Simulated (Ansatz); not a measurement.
# Ni: one cell, many SCF starts

Is Ni magnetic at this level, in which order, and do all starts find it? Single-point runs from several starts follow. We look at Ni: its deposited structure (space group Fm-3m, primitive cell doubled), with 2 atoms per cell. Source: COD entry 1534892, which need not be the ambient phase.

Computed with Ansatz 0.2.0 (DFT PBE, PAW, plane waves, scalar-relativistic, unless a step's input says otherwise).

## 1. The starting structure

The structure is cubic, space group Fm-3m (No. 225). The conventional cell has a = 3.450 Å, b = 3.450 Å, c = 3.450 Å, α = 90.00°, β = 90.00°, γ = 90.00°. Ni (site symmetry m-3m) is surrounded by 12 Ni at 2.44 Å.

Structure file:

```cif
data_structure
_symmetry_space_group_name_H-M 'Fm-3m'
_symmetry_Int_Tables_number 225
_cell_length_a 3.4500
_cell_length_b 3.4500
_cell_length_c 3.4500
_cell_angle_alpha 90.000
_cell_angle_beta 90.000
_cell_angle_gamma 90.000
_cell_volume 41.06
loop_
_atom_site_label
_atom_site_type_symbol
_atom_site_symmetry_multiplicity
_atom_site_Wyckoff_symbol
_atom_site_fract_x
_atom_site_fract_y
_atom_site_fract_z
_atom_site_occupancy
Ni1 Ni 4 a 0.00000 0.00000 0.00000 1
```

Atoms are counted from 1 in the order of input.yaml (Ni2 and so on).

Planned first: parallel moments, plain SCF; opposed moments +-, plain SCF; no spin polarisation; spin on, no moments given (the program may seed its own), plain SCF. Further starts follow from what these give.

“Plain SCF” means no search for lower states. Ends within 0.2 meV/atom and 0.1 μB count as one state.

Moments by site are taken inside atomic spheres; the rest lies between them.

## 2. Parallel moments, plain SCF

Contents of input.yaml:

```yaml
crystal:
  lattice:
    - [3.45, 1.725, 1.725]
    - [1.725, 3.45, 1.725]
    - [1.725, 1.725, 3.45]
  atoms:
    - { symbol: Ni, position: [0.0, 0.0, 0.0], spin: 2.0 }
    - { symbol: Ni, position: [0.5, 0.5, 0.5], spin: 2.0 }
magnetization:
  spin_polarized: true
hamiltonian:
  xc: pbe
  pseudopotentials: { kind: paw }
basis:
  ecutwfc: 420
kpoints:
  mp_grid: { grid: [13, 13, 13] }
scf:
  occupations: { method: fermi_dirac, width: 0.05 }
  lower_state_search: "off"
output:
  forces: true
  stress: true
```

Launch:

```console
$ ansatz run input.yaml --threads 2 --pin off --max-ram 5120MiB --backend cpu --events-out ev --progress --plain --runs-dir out
```

The log of the run, cut to the lines that bear on the results:

```text
basis.fft_grid_basis auto: the FFT boxes are laid along the combinations [[1, 0, -1], [0, 1, -1], [0, 0, 1]] of the cell's own vectors, 2.440, 2.440 and 4.225 Å long. The dense box has 18×18×30 points. Along the cell's own vectors, as sized, it would have 30×30×30, 2.78 times as many. [...]
Pseudopotentials: kind: paw
Pseudopotential: Ni, paw, valence charge 18, recommended cutoff 420 eV (normal), Ni.paw.azcp
Functional definition: PBE
[...]
Crystal: 2 atoms, lattice volume = 20.532 Å³
Basis set: ecut = 420 eV, 391 PW (Γ), FFT grids on a1−a3, a2−a3, a3, exchange–correlation on 36×36×60 points (8 copies of the dense FFT grid, shifted against one another)
Bands: 24, of which v1, the nominal top of the filled ones, is band 18 counted from 1 (17 counted from 0)
Symmetry: 24 space group operations
Space group: Fm-3m (ITA 225), of the structure as read, at distance tolerance 2.7e-5 Å
Magnetic group: BNS 225.116 (UNI 1618), of the structure as read, at distance tolerance 2.7e-5 Å
k-points: 231 of 2197
[...]
Starting moments: Σ|m| = 4 μB on 2 of 2 sites
[...]
SCF iter   1: F=—  HF=-11678.841705 eV  |F-HF|=—  |Δ(HF+E_count)|=         —  Δρ=1.26e-1 (↑1.26e-1 ↓1.25e-1)  dr2=1.71e-2  dr2_m=2.94e0  M=1.875 μB ∫|m|=2.070 μB  β_m=0.30  ethr=4.75e-5  ⟨swp⟩=1.2  Hψ=56577  notcnv=0
[...]
spin-set hold released at iteration 1 (the charge has settled, or the pull on large starting moments outlasts its swing): the magnetisation degrees of freedom join the quasi-Newton model from the next iteration; the mixer history was flushed
[...]
SCF iter  10: F=-11679.408129 eV  HF=-11679.408129 eV  |F-HF|=3.46e-11  |Δ(HF+E_count)|=   1.44e-9  Δρ=1.37e-6 (↑9.14e-7 ↓1.37e-6)  dr2=8.58e-11  dr2_m=1.41e-10  M=1.244 μB ∫|m|=1.408 μB  ethr=6.26e-11  ⟨swp⟩=2.0  Hψ=33877  notcnv=0
[...]
SCF converged after 10 iterations
Magnetization: 1.2441 μB (18.6221 up, 17.3779 down)
Absolute magnetization: 1.4094 μB (∫|ρ↑−ρ↓|, with the PAW one-centre terms)
Spin contamination: 0.0119 ħ² per cell (⟨S²⟩ above its minimum at these occupations)
Per-site moments (μB) at R_I (Å): [(0.6575650067017718, 1.0063013379761054), (0.6575650067017718, 1.0063013379761054)]
Free energy (F): -11679.408129 eV
[...]
E sigma→0 (E₀):  -11679.395295 eV
Entropy (-TS):   -0.025668 eV (-12.834 meV/atom)
Fermi energy:    19.554158 eV
[...]
--- Forces (eV/Å), atoms counted from 1 ---
  atom   1  Ni     0.00000000     0.00000000     0.00000000
  atom   2  Ni     0.00000000    -0.00000000    -0.00000000
[...]
--- Stress (GPa, compression-positive) ---
       13.569551       0.023502       0.023502
        0.023502      13.569551       0.023502
        0.023502       0.023502      13.569551
  P = ⅓ Tr σ = 13.5696 GPa (135.696 kbar)
```

It took 11 s on 2 threads of Arm Neoverse V1, shared host; peak memory 0.42 GiB.

The state reached is ferromagnetic, site moments Ni1 0.66, Ni2 0.66 μB, total 1.24 μB per cell, no gap on the k-mesh.

## 3. Opposed moments +-, plain SCF

Changes to input.yaml since step 2:

```diff
@@ -7,3 +7,3 @@
     - { symbol: Ni, position: [0.0, 0.0, 0.0], spin: 2.0 }
-    - { symbol: Ni, position: [0.5, 0.5, 0.5], spin: 2.0 }
+    - { symbol: Ni, position: [0.5, 0.5, 0.5], spin: -2.0 }
 magnetization:
@@ -23 +23,5 @@
   stress: true
+  write_density: true
+  write_potential: true
+  elf: true
+  volumetric_format: npy
```

Launch:

```console
$ ansatz run input.yaml --threads 2 --pin off --max-ram 5120MiB --backend cpu --events-out ev --progress --plain --runs-dir out
```

The log of the run, cut to the lines that bear on the results:

```text
basis.fft_grid_basis auto: the FFT boxes are laid along the combinations [[1, -1, 0], [0, 1, 0], [0, -1, 1]] of the cell's own vectors, 2.440, 4.225 and 2.440 Å long. The dense box has 18×30×18 points. Along the cell's own vectors, as sized, it would have 30×30×30, 2.78 times as many. [...]
[... 9 lines as in an earlier run ...]
Basis set: ecut = 420 eV, 391 PW (Γ), FFT grids on a1−a2, a2, −a2+a3, exchange–correlation on 36×60×36 points (8 copies of the dense FFT grid, shifted against one another)
[... 1 line as in an earlier run ...]
Symmetry: 12 space group operations
Space group: R-3m (ITA 166), of the structure as read, at distance tolerance 2.7e-5 Å
Magnetic group: BNS 166.102 (UNI 1332), of the structure as read, at distance tolerance 2.7e-5 Å
[... 5 lines as in an earlier run ...]
Starting moments: Σ|m| = 4 μB on 2 of 2 sites
[...]
SCF converged after 13 iterations
Magnetization: 0.0000 μB (18.0000 up, 18.0000 down)
Absolute magnetization: 0.4427 μB (∫|ρ↑−ρ↓|, with the PAW one-centre terms)
Spin contamination: 0.1292 ħ² per cell (⟨S²⟩ above its minimum at these occupations)
Per-site moments (μB) at R_I (Å): [(0.21626444031236403, 1.0063013379761054), (-0.21626444031236403, 1.0063013379761054)]
Free energy (F): -11679.309234 eV
[...]
E sigma→0 (E₀):  -11679.285805 eV
Entropy (-TS):   -0.046858 eV (-23.429 meV/atom)
Fermi energy:    19.390114 eV
[...]
--- Forces (eV/Å), atoms counted from 1 ---
  atom   1  Ni    -0.00000000    -0.00000000     0.00000000
  atom   2  Ni    -0.00000000     0.00000000     0.00000000
[...]
--- Stress (GPa, compression-positive) ---
       12.630973       0.179210       0.179210
        0.179210      12.630973       0.179210
        0.179210       0.179210      12.630973
  P = ⅓ Tr σ = 12.6310 GPa (126.310 kbar)
--- Band table (eV; the first three rows and the last of 462) ---
[... band rows left out ...]
[...]
```

Run time: 9.9 s. Hardware: 2 threads of Arm Neoverse V1, shared host; peak memory 0.42 GiB.

The state reached is antiferromagnetic (magnetic neighbours of Ni1 with a moment over 0.3 of its own that point the other way: 6 of 12 at 2.44 Å, 6 of 6 at 3.45 Å), site moments Ni1 0.22, Ni2 -0.22 μB, total 0.00 μB per cell, no gap on the k-mesh. It lies 49.4 meV/atom above the lowest state so far (step 2).

Density in a lattice plane of the grid's cell (edges 2.44 and 2.44 Å, at 0.000 of the third edge), which holds Ni. It is the smooth density of the valence electrons, not physical close to the nuclei.

Ten even steps from ' ' (0.29 e/Å³) to '@' (60.66 e/Å³):
```
%%##**==--..                            ..--==**
++**++==--....                            ..::==
--------::....                              ..::
....::::....                                  ..
    ....                                        
                                                
                                                
                                                
                                                
                                                
                                                
                                                
                                                
                                                
                                          ....  
....                                  ....::::..
--::..                              ....::------
++==::..                            ....--==++**
%%**==--..                            ..--==**##
@@%%**==::..                          ..::==**%%
```
Columns run along the first of these edges and rows up along the second, over one cell in 24 and 20 even steps from the bottom left corner. Atoms in the plane (fractional): Ni at (0.00, 0.00).

Spin density (up less down) in a lattice plane of the grid's cell (edges 2.44 and 2.44 Å, at 0.000 of the third edge), which holds Ni.

Values in e/Å³, 12 rows by 12 columns:
```
0.67 0.66 0.38 0.14 0.04 0.01 0.00 0.00 0.01 0.04 0.15 0.39
0.30 0.38 0.29 0.14 0.05 0.01 0.00 0.00 0.00 0.01 0.05 0.15
0.09 0.14 0.14 0.09 0.04 0.01 0.00 0.00 0.00 0.00 0.01 0.04
0.02 0.04 0.05 0.04 0.02 0.01 0.00 0.00 0.00 0.00 0.00 0.01
0.00 0.01 0.01 0.01 0.01 0.00 0.00 0.00 0.00 0.00 0.00 0.00
0.00 0.00 0.00 0.00 0.00 0.00 0.00 0.00 0.00 0.00 0.00 0.00
0.00 0.00 0.00 0.00 0.00 0.00 0.00 0.00 0.01 0.01 0.01 0.01
0.02 0.01 0.00 0.00 0.00 0.00 0.00 0.01 0.02 0.04 0.05 0.04
0.09 0.04 0.01 0.00 0.00 0.00 0.00 0.01 0.04 0.09 0.14 0.14
0.30 0.15 0.05 0.01 0.00 0.00 0.00 0.01 0.05 0.14 0.29 0.38
0.67 0.39 0.15 0.04 0.01 0.00 0.00 0.01 0.04 0.14 0.38 0.66
0.90 0.67 0.30 0.09 0.02 0.00 0.00 0.00 0.02 0.09 0.30 0.67
```
Columns run along the first of these edges and rows up along the second, over one cell in 12 and 12 even steps from the bottom left corner. Atoms in the plane (fractional): Ni at (0.00, 0.00).

## 4. No spin polarisation

Changes to input.yaml since step 3:

```diff
@@ -6,6 +6,4 @@
   atoms:
-    - { symbol: Ni, position: [0.0, 0.0, 0.0], spin: 2.0 }
-    - { symbol: Ni, position: [0.5, 0.5, 0.5], spin: -2.0 }
-magnetization:
-  spin_polarized: true
+    - { symbol: Ni, position: [0.0, 0.0, 0.0] }
+    - { symbol: Ni, position: [0.5, 0.5, 0.5] }
 hamiltonian:
```

Launch:

```console
$ ansatz run input.yaml --threads 2 --pin off --max-ram 5120MiB --backend cpu --events-out ev --progress --plain --runs-dir out
```

The log of the run, cut to the lines that bear on the results:

```text
[... 11 lines as in an earlier run ...]
Bands: 22, of which v1, the nominal top of the filled ones, is band 18 counted from 1 (17 counted from 0)
[... 6 lines as in an earlier run ...]
[...]
[... 2 lines as in an earlier run ...]
SCF iter   1: F=—  HF=-11679.307113 eV  |F-HF|=—  |Δ(HF+E_count)|=         —  Δρ=3.03e-3  dr2=2.46e-4  ethr=1.77e-3  ⟨swp⟩=5.3  Hψ=19064  notcnv=0
[...]
SCF iter   6: F=-11679.307463 eV  HF=-11679.307463 eV  |F-HF|=1.61e-9  |Δ(HF+E_count)|=   1.72e-8  Δρ=1.05e-5  dr2=4.07e-9  ethr=1.99e-10  ⟨swp⟩=6.5  Hψ=32104  notcnv=0
[...]
SCF converged after 6 iterations
Free energy (F): -11679.307463 eV
[...]
E sigma→0 (E₀):  -11679.280700 eV
Entropy (-TS):   -0.053527 eV (-26.763 meV/atom)
Fermi energy:    19.379422 eV
[...]
--- Forces (eV/Å), atoms counted from 1 ---
  atom   1  Ni     0.00000000     0.00000000    -0.00000000
  atom   2  Ni    -0.00000000     0.00000000     0.00000000
[...]
--- Stress (GPa, compression-positive) ---
       12.388498       0.026297       0.026297
        0.026297      12.388498       0.026297
        0.026297       0.026297      12.388498
  P = ⅓ Tr σ = 12.3885 GPa (123.885 kbar)
--- Band table (eV; the first three rows and the last of 231) ---
  k-point 0: bands = ["-83.7806", "-83.7362", "-44.2905", "-44.0603", "-44.0603", "-44.0209", "-44.0209", "-44.0150", "9.9932", "14.5459", "17.2790", "17.2790", "17.3357", "17.3357", "17.3386", "18.5482", "18.5482", "19.0173", "19.3644", "19.3644", "25.8049", "41.9453"]
[...]
```

Wall time 4.7 s (2 threads of Arm Neoverse V1, shared host); peak memory 0.37 GiB.

End: non-magnetic (no spin polarisation), no gap on the k-mesh. Against step 2, the lowest until now, it is 50.3 meV/atom higher.

Density in a lattice plane of the grid's cell (edges 2.44 and 2.44 Å, at 0.000 of the third edge), which holds Ni.

Ten even steps from '0' (0.29 e/Å³) to '9' (60.66 e/Å³):
```
876431000000000000001346
565431100000000000000124
333321100000000000000012
112211000000000000000001
001100000000000000000000
000000000000000000000000
000000000000000000000000
000000000000000000000000
000000000000000000000000
000000000000000000000000
000000000000000000000000
000000000000000000000000
000000000000000000000000
000000000000000000000000
000000000000000000000110
110000000000000000011221
321000000000000000112333
542100000000000000113456
864310000000000000013467
986421000000000000012468
```
Columns run along the first of these edges and rows up along the second, over one cell in 24 and 20 even steps from the bottom left corner. Atoms in the plane (fractional): Ni at (0.00, 0.00).

ELF in the same plane.

Ten even steps from ' ' (0.18) to '@' (0.73):
```
%%%%%%**++--::..          ..        ..::--++**##
######**++==::....        ..          ..::--++**
++++**++==--::....        ....          ..::--==
--======----::....          ....          ..::::
::::::::::::....            ......          ....
  ............              ..........          
                          ..............        
                          ................      
                        ......................  
                      ......                    
    ......................                      
        ................                        
          ..............                        
            ..........              ............
::....          ......            ....::::::::::
--::::..          ....          ....::----======
++==--::..          ....        ....::--==++**++
##**++--::..          ..        ....::==++**####
%%##**++--::..        ..          ..::--++**%%%%
@@@@%%**==--::..                  ..::--==**%%@@
```
Columns run along the first of these edges and rows up along the second, over one cell in 24 and 20 even steps from the bottom left corner. Atoms in the plane (fractional): Ni at (0.00, 0.00).

Both are smooth fields of the valence electrons: close to the nuclei they are not physical.

## 5. Spin on, no moments given (the program may seed its own), plain SCF

Changes to input.yaml since step 4:

```diff
@@ -21,5 +21,3 @@
   stress: true
-  write_density: true
-  write_potential: true
-  elf: true
-  volumetric_format: npy
+magnetization:
+  spin_polarized: true
```

Launch:

```console
$ ansatz run input.yaml --threads 2 --pin off --max-ram 5120MiB --backend cpu --events-out ev --progress --plain --runs-dir out
```

The log of the run, cut to the lines that bear on the results:

```text
[... 1 line as in an earlier run ...]
band count auto-derived: 24 (N_el = 36.0; filled up to band 18; 22 by the electrons, moments and atoms)
[... 20 lines as in an earlier run ...]
[...]
SCF iter   1: F=—  HF=-11678.019554 eV  |F-HF|=—  |Δ(HF+E_count)|=         —  Δρ=1.92e-1 (↑1.77e-1 ↓1.92e-1)  dr2=5.97e-2  dr2_m=6.41e0  M=2.514 μB ∫|m|=2.514 μB  ethr=1.20e-4  ⟨swp⟩=1.3  Hψ=28491  notcnv=0
[...]
SCF iter  10: F=-11679.408129 eV  HF=-11679.408129 eV  |F-HF|=3.22e-10  |Δ(HF+E_count)|=   1.05e-7  Δρ=6.15e-6 (↑5.44e-6 ↓6.15e-6)  dr2=1.92e-9  dr2_m=4.37e-9  M=1.244 μB ∫|m|=1.408 μB  ethr=2.78e-10  ⟨swp⟩=4.0  Hψ=36567  notcnv=0
[...]
SCF converged after 10 iterations
Magnetization: 1.2442 μB (18.6221 up, 17.3779 down)
Absolute magnetization: 1.4095 μB (∫|ρ↑−ρ↓|, with the PAW one-centre terms)
Spin contamination: 0.0119 ħ² per cell (⟨S²⟩ above its minimum at these occupations)
Per-site moments (μB) at R_I (Å): [(0.6575845030624619, 1.0063013379761054), (0.6575845030624619, 1.0063013379761054)]
Free energy (F): -11679.408129 eV
[...]
E sigma→0 (E₀):  -11679.395295 eV
Entropy (-TS):   -0.025667 eV (-12.834 meV/atom)
Fermi energy:    19.554193 eV
[... 24 lines left out: energy terms, forces, stress ...]
```

It took 9.6 s on 2 threads of Arm Neoverse V1, shared host; peak memory 0.42 GiB.

Nothing new: the 10 iterations lead to the state found in step 2 (ferromagnetic).

## 6. Parallel moments scaled by 0.03, plain SCF

Changes to input.yaml since step 5:

```diff
@@ -6,4 +6,6 @@
   atoms:
-    - { symbol: Ni, position: [0.0, 0.0, 0.0] }
-    - { symbol: Ni, position: [0.5, 0.5, 0.5] }
+    - { symbol: Ni, position: [0.0, 0.0, 0.0], spin: 0.06 }
+    - { symbol: Ni, position: [0.5, 0.5, 0.5], spin: 0.06 }
+magnetization:
+  spin_polarized: true
 hamiltonian:
@@ -21,3 +23 @@
   stress: true
-magnetization:
-  spin_polarized: true
```

Launch:

```console
$ ansatz run input.yaml --threads 2 --pin off --max-ram 5120MiB --backend cpu --events-out ev --progress --plain --runs-dir out
```

The log of the run, cut to the lines that bear on the results:

```text
[... 11 lines as in an earlier run ...]
Bands: 23, of which v1, the nominal top of the filled ones, is band 18 counted from 1 (17 counted from 0)
[... 8 lines as in an earlier run ...]
Starting moments: Σ|m| = 0.12 μB on 2 of 2 sites
[... 2 lines as in an earlier run ...]
[...]
SCF iter   1: F=—  HF=-11679.313399 eV  |F-HF|=—  |Δ(HF+E_count)|=         —  Δρ=1.97e-2 (↑1.97e-2 ↓1.17e-2)  dr2=4.29e-2  dr2_m=1.11e-2  M=0.191 μB ∫|m|=0.194 μB  β_m=1.00  ethr=1.19e-4  ⟨swp⟩=1.1  Hψ=54093  notcnv=0
[...]
spin-set hold released at iteration 11 (site moments contracting): the magnetisation degrees of freedom join the quasi-Newton model from the next iteration; the mixer history was flushed
[...]
SCF iter  18: F=-11679.408129 eV  HF=-11679.408129 eV  |F-HF|=9.04e-10  |Δ(HF+E_count)|=   3.89e-9  Δρ=4.05e-6 (↑1.44e-6 ↓4.05e-6)  dr2=5.88e-10  dr2_m=1.24e-9  M=1.244 μB ∫|m|=1.408 μB  ethr=5.65e-11  ⟨swp⟩=2.2  Hψ=34369  notcnv=0
[...]
SCF converged after 18 iterations
Magnetization: 1.2441 μB (18.6221 up, 17.3779 down)
Absolute magnetization: 1.4094 μB (∫|ρ↑−ρ↓|, with the PAW one-centre terms)
Spin contamination: 0.0119 ħ² per cell (⟨S²⟩ above its minimum at these occupations)
Per-site moments (μB) at R_I (Å): [(0.657560796222168, 1.0063013379761054), (0.657560796222168, 1.0063013379761054)]
Free energy (F): -11679.408129 eV
[...]
E sigma→0 (E₀):  -11679.395295 eV
Entropy (-TS):   -0.025668 eV (-12.834 meV/atom)
Fermi energy:    19.554167 eV
[... 24 lines left out: energy terms, forces, stress ...]
```

It took 16 s on 2 threads of Arm Neoverse V1, shared host; peak memory 0.41 GiB.

This is the state of step 2 again (ferromagnetic), after 18 iterations.

## 7. Moments ++ scaled by 0.4, plain SCF

Changes to input.yaml since step 6:

```diff
@@ -6,4 +6,4 @@
   atoms:
-    - { symbol: Ni, position: [0.0, 0.0, 0.0], spin: 0.06 }
-    - { symbol: Ni, position: [0.5, 0.5, 0.5], spin: 0.06 }
+    - { symbol: Ni, position: [0.0, 0.0, 0.0], spin: 0.8 }
+    - { symbol: Ni, position: [0.5, 0.5, 0.5], spin: 0.8 }
 magnetization:
@@ -23 +23,5 @@
   stress: true
+  write_density: true
+  write_potential: true
+  elf: true
+  volumetric_format: npy
```

Launch:

```console
$ ansatz run input.yaml --threads 2 --pin off --max-ram 5120MiB --backend cpu --events-out ev --progress --plain --runs-dir out
```

The log of the run, cut to the lines that bear on the results:

```text
[... 20 lines as in an earlier run ...]
Starting moments: Σ|m| = 1.6 μB on 2 of 2 sites
[... 2 lines as in an earlier run ...]
[...]
SCF iter   1: F=—  HF=-11679.367877 eV  |F-HF|=—  |Δ(HF+E_count)|=         —  Δρ=1.87e-2 (↑1.19e-2 ↓1.87e-2)  dr2=2.82e-2  dr2_m=1.82e-2  M=1.273 μB ∫|m|=1.331 μB  β_m=0.30  ethr=7.86e-5  ⟨swp⟩=1.1  Hψ=54070  notcnv=0
[...]
spin-set hold released at iteration 7 (site moments contracting): the magnetisation degrees of freedom join the quasi-Newton model from the next iteration; the mixer history was flushed
[...]
SCF iter  13: F=-11679.408129 eV  HF=-11679.408129 eV  |F-HF|=1.32e-8  |Δ(HF+E_count)|=   8.39e-9  Δρ=8.29e-6 (↑3.74e-6 ↓8.29e-6)  dr2=1.30e-8  dr2_m=1.59e-9  M=1.244 μB ∫|m|=1.408 μB  ethr=7.62e-11  ⟨swp⟩=5.6  Hψ=60604  notcnv=0
[...]
SCF converged after 13 iterations
Magnetization: 1.2441 μB (18.6221 up, 17.3779 down)
Absolute magnetization: 1.4094 μB (∫|ρ↑−ρ↓|, with the PAW one-centre terms)
Spin contamination: 0.0119 ħ² per cell (⟨S²⟩ above its minimum at these occupations)
Per-site moments (μB) at R_I (Å): [(0.6575669138819897, 1.0063013379761054), (0.6575669138819895, 1.0063013379761054)]
Free energy (F): -11679.408129 eV
[...]
E sigma→0 (E₀):  -11679.395295 eV
Entropy (-TS):   -0.025667 eV (-12.834 meV/atom)
Fermi energy:    19.554237 eV
[... 29 lines left out: energy terms, forces, stress, bands ...]
```

It took 18 s on 2 threads of Arm Neoverse V1, shared host; peak memory 0.42 GiB.

The run ends in the same state as step 2 (ferromagnetic); it took 13 iterations.

[end of part 1 of 2]
